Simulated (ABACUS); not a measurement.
Wanted: the native input for an ABACUS 3.10.1 run.

| Quantity | Value |
| --- | --- |
| Task | single point |
| Functional | BLYP |
| Potentials or basis | PseudoDojo NC SR 0.4.1 PBE standard |
| Cutoff | 558 eV |
| Density cutoff | 2231 eV |
| Basis | plane waves |
| k mesh | 9 × 9 × 9 |
| Occupations | fermi-dirac, width 0.05 eV |
| Spin | no spin polarisation |
| Radial cutoff of the potentials (pseudo_rcut) | 10 bohr |
| SCF threshold on the density | 1e-08 |
| Max SCF steps | 100 |
| Eigensolver | dav |
| Mixing | broyden |
| Mixing share | 0.7 |
| Symmetry key | 1 |
| Bands | 12 |

Crystal: Al.

```
CELL_PARAMETERS angstrom
0.00000 2.02481 2.02481
2.02481 0.00000 2.02481
2.02481 2.02481 0.00000
ATOMIC_POSITIONS crystal
Al 0.00000 0.00000 0.00000
```

These files were run (other wordings do the same):

INPUT

```
INPUT_PARAMETERS
suffix              Al
calculation         scf
basis_type          pw
pseudo_dir          ./
symmetry            1
dft_functional      GGA_X_B88+GGA_C_LYP
ecutwfc             41
pseudo_rcut         10
nspin               1
nbands              12
ks_solver           dav
smearing_method     fd
smearing_sigma      0.00367493
scf_thr             1e-08
scf_nmax            100
mixing_type         broyden
mixing_beta         0.7
cal_force           1
cal_stress          1
out_chg             1
kpar                4
```

STRU

```
ATOMIC_SPECIES
Al 26.9815 Al.upf

LATTICE_CONSTANT
1.8897261246

LATTICE_VECTORS
0.0000000000 2.0248050000 2.0248050000
2.0248050000 0.0000000000 2.0248050000
2.0248050000 2.0248050000 0.0000000000

ATOMIC_POSITIONS
Cartesian

Al
0.0
1
0.0000000000 0.0000000000 0.0000000000 1 1 1
```

KPT

```
K_POINTS
0
Gamma
9 9 9 0 0 0
```

Potentials or basis: PseudoDojo NC SR 0.4.1 PBE standard, plane waves.

The run is started by

```console
$ OMP_NUM_THREADS=1 mpirun -np 4 abacus > log
```

It gave:

The pressure is 4.5 GPa and the band gap on the k mesh is none (metal or under the smearing width).

Caveat: the potentials were made for another functional, which shifts forces and pressure.

Wall time 0.87 s on 4 MPI ranks on Intel(R) Xeon(R) 6975P-C (Granite Rapids) (shared host), peak memory 0.2 GiB a rank.
